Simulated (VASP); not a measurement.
# SiNi (Pnma) in VASP: a series of runs, part 3 of 3

VASP 6.6.1. Earlier steps stand in the parts before.

## 4. Atomic charges, PBE, collinear spin, ferromagnetic start

This run uses another cell than the first one: it holds 8 atoms, not 16.

The input, INCAR:

```
SYSTEM = SiNi
PREC = Accurate
ENCUT = 520
EDIFF = 1E-6
ISMEAR = 0
SIGMA = 0.02
LREAL = .FALSE.
LASPH = .TRUE.
NELM = 100
ALGO = Fast
ISIF = 2
LWAVE = .FALSE.
LCHARG = .FALSE.
ISPIN = 2
MAGMOM = 1 1 1 1 0 0 0 0
LORBIT = 11
LMAXMIX = 4
GGA = PE
```

The input, KPOINTS:

```
regular mesh
0
G
  4 6 4
  0 0 0
```

The input, POSCAR:

```
SiNi
1.0
    5.1731000000      0.0000000000      0.0000000000
    0.0000000000      3.3381000000      0.0000000000
    0.0000000000      0.0000000000      5.6049000000
Ni Si
4 4
Direct
    0.9922100000      0.7500000000      0.8124800000
    0.5077900000      0.2500000000      0.3124800000
    0.4922100000      0.7500000000      0.6875200000
    0.0077900000      0.2500000000      0.1875200000
    0.6787200000      0.2500000000      0.9175000000
    0.8212800000      0.7500000000      0.4175000000
    0.1787200000      0.2500000000      0.5825000000
    0.3212800000      0.7500000000      0.0825000000
```

Started as:

```bash
$ cat potpaw_PBE.64/Ni/POTCAR potpaw_PBE.64/Si/POTCAR > POTCAR
$ mpirun -np 1 vasp_std > vasp.out
```

It took 5.1 min on 1 thread of AMD EPYC 7R43 (Zen 3), shared host; peak memory 0.31 GiB.

Results (log left out):

| Item | Value |
| --- | --- |
| Free energy | -47.6338 eV |
| Pressure | 1.8 GPa |
| Largest force | 0.030 eV/Å |
| Band gap on the k mesh | none (metal or under the smearing width) |
| Net moment | 0.00 μB per cell |
| Valence electrons inside the program's atomic spheres | Ni 9.59; Si 1.61 |

Forces in eV/Å, atoms in the order of the input:
```
Ni  -0.028  0.000 -0.009
Ni   0.028  0.000 -0.009
Ni  -0.028  0.000  0.009
Ni   0.028  0.000  0.009
Si  -0.009  0.000 -0.012
Si   0.009  0.000 -0.012
Si  -0.009  0.000  0.012
Si   0.009  0.000  0.012
```

Stress tensor (GPa, compression positive):
```
3.16 0.00 0.00
0.00 0.54 0.00
0.00 0.00 1.59
```

Levels at points of the mesh, in eV from the Fermi level:
Spin up:
```
           k point  band 25  band 26  band 27  band 28  band 29  band 30  band 31  band 32
(0.00, 0.00, 0.00)    -1.78    -1.09    -0.90    -0.90     0.64     1.30     3.45     4.13
(0.50, 0.00, 0.00)    -1.77    -1.77     1.01     1.01     1.27     1.27     3.85     3.85
(0.00, 0.50, 0.00)    -1.79    -1.79    -1.34    -1.34    -0.54    -0.54     2.06     2.06
(0.50, 0.50, 0.00)    -1.61    -1.61    -1.61    -1.61     0.56     0.56     0.56     0.56
(0.00, 0.00, 0.50)    -1.41    -1.41    -0.20    -0.20     1.13     1.13     3.35     3.35
(0.50, 0.00, 0.50)    -1.01    -1.01     0.76     0.76     2.47     2.47     2.90     2.97
(0.00, 0.50, 0.50)    -1.88    -1.88    -1.62    -1.62     0.20     0.20     1.37     1.37
(0.50, 0.50, 0.50)    -1.79    -1.79    -1.79    -1.79     2.62     2.62     2.62     2.62
```
Spin down:
```tsv
k point	band 24	band 25	band 26	band 27	band 28	band 29	band 30	band 31	band 32	band 33
(0.00, 0.00, 0.00)	-1.87	-1.78	-1.09	-0.90	-0.90	0.64	1.30	3.45	4.13	4.26
(0.50, 0.00, 0.00)	-1.92	-1.77	-1.77	1.01	1.01	1.27	1.27	3.85	3.85	4.58
(0.00, 0.50, 0.00)	-2.01	-1.79	-1.79	-1.34	-1.34	-0.54	-0.54	2.06	2.06	2.61
(0.50, 0.50, 0.00)	-1.96	-1.61	-1.61	-1.61	-1.61	0.56	0.56	0.56	0.56	4.29
(0.00, 0.00, 0.50)	-2.00	-1.41	-1.41	-0.20	-0.20	1.13	1.13	3.35	3.35	4.51
(0.50, 0.00, 0.50)	-2.02	-1.01	-1.01	0.76	0.76	2.47	2.47	2.90	2.97	2.97
(0.00, 0.50, 0.50)	-1.90	-1.88	-1.88	-1.62	-1.62	0.20	0.20	1.37	1.37	2.44
(0.50, 0.50, 0.50)	-2.09	-1.79	-1.79	-1.79	-1.79	2.62	2.62	2.62	2.62	3.57
```

## 5. Electron localisation function, PBE, collinear spin, ferromagnetic start

This run uses another cell than the first one: it holds 8 atoms, not 16.

The input, INCAR:

```
PREC = Accurate
ENCUT = 520
EDIFF = 1E-7
ISMEAR = 0
SIGMA = 0.02
LREAL = F
LASPH = T
NELM = 100
ALGO = Fast
ISIF = 2
LWAVE = F
LCHARG = T
ISPIN = 2
MAGMOM = 1 1 1 1 0 0 0 0
LORBIT = 11
LMAXMIX = 4
GGA = PE
LELF = T
```

The input, KPOINTS:

```
regular mesh
0
Gamma
  4 6 4
```

POSCAR is that of step 4.

Started as:

```bash
$ cat potpaw_PBE.64/Ni/POTCAR potpaw_PBE.64/Si/POTCAR > POTCAR
$ mpirun -np 1 vasp_std > vasp.out
```

Run time: 5.3 min. Hardware: 1 thread of AMD EPYC 7R43 (Zen 3), shared host; peak memory 0.31 GiB.

The run converged. Its results:

```
Free energy                                           : -47.6338 eV
Pressure                                              : 1.8 GPa
Largest force                                         : 0.030 eV/Å
Band gap on the k mesh                                : none (metal or under the smearing width)
Net moment                                            : 0.00 μB per cell
Valence electrons inside the program's atomic spheres : Ni 9.59; Si 1.61
```

Forces on the atoms (eV/Å):
```
Ni  -0.028  0.000 -0.009
Ni   0.028  0.000 -0.009
Ni  -0.028  0.000  0.009
Ni   0.028  0.000  0.009
Si  -0.009  0.000 -0.012
Si   0.009  0.000 -0.012
Si  -0.009  0.000  0.012
Si   0.009  0.000  0.012
```

Stress tensor (GPa, compression positive):
```
3.17 0.00 0.00
0.00 0.55 0.00
0.00 0.00 1.60
```

Levels at points of the mesh, in eV from the Fermi level:
Spin up:
```csv
k point,band 24,band 25,band 26,band 27,band 28,band 29,band 30,band 31,band 32,band 33
"(0.00, 0.00, 0.00)",-1.87,-1.78,-1.08,-0.90,-0.89,0.64,1.30,3.46,4.13,4.26
"(0.50, 0.00, 0.00)",-1.92,-1.77,-1.77,1.02,1.02,1.27,1.27,3.85,3.85,4.58
"(0.00, 0.50, 0.00)",-2.01,-1.79,-1.79,-1.34,-1.34,-0.53,-0.53,2.06,2.06,2.61
"(0.50, 0.50, 0.00)",-1.96,-1.61,-1.61,-1.61,-1.61,0.56,0.56,0.56,0.56,4.29
"(0.00, 0.00, 0.50)",-1.99,-1.41,-1.41,-0.19,-0.19,1.13,1.13,3.35,3.35,4.51
"(0.50, 0.00, 0.50)",-2.02,-1.01,-1.01,0.77,0.77,2.47,2.47,2.90,2.97,2.97
"(0.00, 0.50, 0.50)",-1.90,-1.87,-1.87,-1.62,-1.62,0.21,0.21,1.38,1.38,2.44
"(0.50, 0.50, 0.50)",-2.08,-1.79,-1.79,-1.79,-1.79,2.62,2.62,2.62,2.62,3.57
```
Spin down:
| k point | band 24 | band 25 | band 26 | band 27 | band 28 | band 29 | band 30 | band 31 | band 32 | band 33 |
| --- | --- | --- | --- | --- | --- | --- | --- | --- | --- | --- |
| (0.00, 0.00, 0.00) | -1.87 | -1.78 | -1.08 | -0.90 | -0.89 | 0.64 | 1.30 | 3.46 | 4.13 | 4.26 |
| (0.50, 0.00, 0.00) | -1.92 | -1.77 | -1.77 | 1.02 | 1.02 | 1.27 | 1.27 | 3.85 | 3.85 | 4.58 |
| (0.00, 0.50, 0.00) | -2.01 | -1.79 | -1.79 | -1.34 | -1.34 | -0.53 | -0.53 | 2.06 | 2.06 | 2.61 |
| (0.50, 0.50, 0.00) | -1.96 | -1.61 | -1.61 | -1.61 | -1.61 | 0.56 | 0.56 | 0.56 | 0.56 | 4.29 |
| (0.00, 0.00, 0.50) | -1.99 | -1.41 | -1.41 | -0.19 | -0.19 | 1.13 | 1.13 | 3.35 | 3.35 | 4.51 |
| (0.50, 0.00, 0.50) | -2.02 | -1.01 | -1.01 | 0.77 | 0.77 | 2.47 | 2.47 | 2.90 | 2.97 | 2.97 |
| (0.00, 0.50, 0.50) | -1.90 | -1.87 | -1.87 | -1.62 | -1.62 | 0.21 | 0.21 | 1.38 | 1.38 | 2.44 |
| (0.50, 0.50, 0.50) | -2.08 | -1.79 | -1.79 | -1.79 | -1.79 | 2.62 | 2.62 | 2.62 | 2.62 | 3.57 |

## 6. The reference run

An earlier run on the cell as given: functional PBE; potentials or basis VASP PAW PBE potentials, release 64 (Ni, Si); cutoff 520 eV; k mesh 5 × 8 × 5; occupations fermi-dirac, width 0.05 eV; collinear spin, ferromagnetic start; starting moments [1.0, 1.0, 1.0, 1.0, 0.0, 0.0, 0.0, 0.0] μB.

* Pressure: 1.8 GPa
* Largest force: 0.058 eV/Å
* Band gap on the k mesh: none (metal or under the smearing width)
* Net moment: 0.00 μB per cell
* Valence electrons inside the program's atomic spheres: Ni 9.59; Si 1.61

## 7. The runs side by side

| task | cell | k mesh | cutoff (eV) | smearing | cell repeated | mesh quality | gap on the mesh (eV) | pressure (GPa) | moment (μB) | largest force (eV/Å) |
| --- | --- | --- | --- | --- | --- | --- | --- | --- | --- | --- |
| single point | supercell [1, 1, 2], atoms moved at random, drawn with an rms of 0.05 Å | 3 × 5 × 2 | 450 | gaussian 0.05 eV | 1 × 1 × 2 | coarse | none | 2.1 | 0.00 | 0.94 |
| single point | supercell [2, 2, 3], atoms moved at random, drawn with an rms of 0.05 Å | 2 × 3 × 1 | 450 | gaussian 0.05 eV | 2 × 2 × 3 | coarse | none | 1.9 | 0.00 | 1.04 |
| atomic charges | as given | 4 × 6 × 4 | 520 | gaussian 0.02 eV | - | not flagged | none | 1.8 | 0.00 | 0.03 |
| electron localisation function | as given | 4 × 6 × 4 | 520 | gaussian 0.02 eV | - | not flagged | none | 1.8 | 0.00 | 0.03 |
| single point | as given | 5 × 8 × 5 | 520 | fermi-dirac 0.05 eV | - | not flagged | none | 1.8 | 0.00 | 0.06 |

Alike in all rows: level PBE; potentials or basis VASP PAW PBE potentials, release 64 (Ni, Si); spin collinear, ferromagnetic start.

Caveats: some runs use coarse meshes; forces of over 1 eV/Å show positions far from the minimum, so gaps and moduli don't describe the material at rest (some runs).

Total energies depend on the potentials used, so only differences within one code and one set of settings carry meaning.
